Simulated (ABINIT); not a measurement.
The system is Sb.

```
Sb
1.0
     3.35453    0.00000    0.00000
    -1.67727    2.90511    0.00000
     0.00000    0.00000    5.47016
Sb
2
Direct
  0.66667 0.33333 0.75000
  0.33333 0.66667 0.25000
```

This isn't the form of Sb at room conditions, which is rhombohedral.

Base run:

```yaml
Program: ABINIT 10.8.3 (patched build)
Functional: LDA
Potentials_or_basis: PseudoDojo NC SR LDA v0.4.1 standard
Cutoff: 1088 eV
k_mesh: 7 × 7 × 4
Occupations: fermi-dirac, width 0.05 eV
Spin: no spin polarisation
```

Its results: band gap on the k mesh none (metal or under the smearing width); pressure -2.5 GPa.

**Question.** The run is repeated on the same cell with these changes: functional from LDA to PBEsol; potentials or basis from PseudoDojo NC SR LDA v0.4.1 standard to PseudoDojo NC SR PBEsol v0.4.1 standard; cutoff from 1088 eV to 980 eV. What comes out?

**Answer.** Band gap on the k mesh none (metal or under the smearing width); pressure -2.9 GPa.
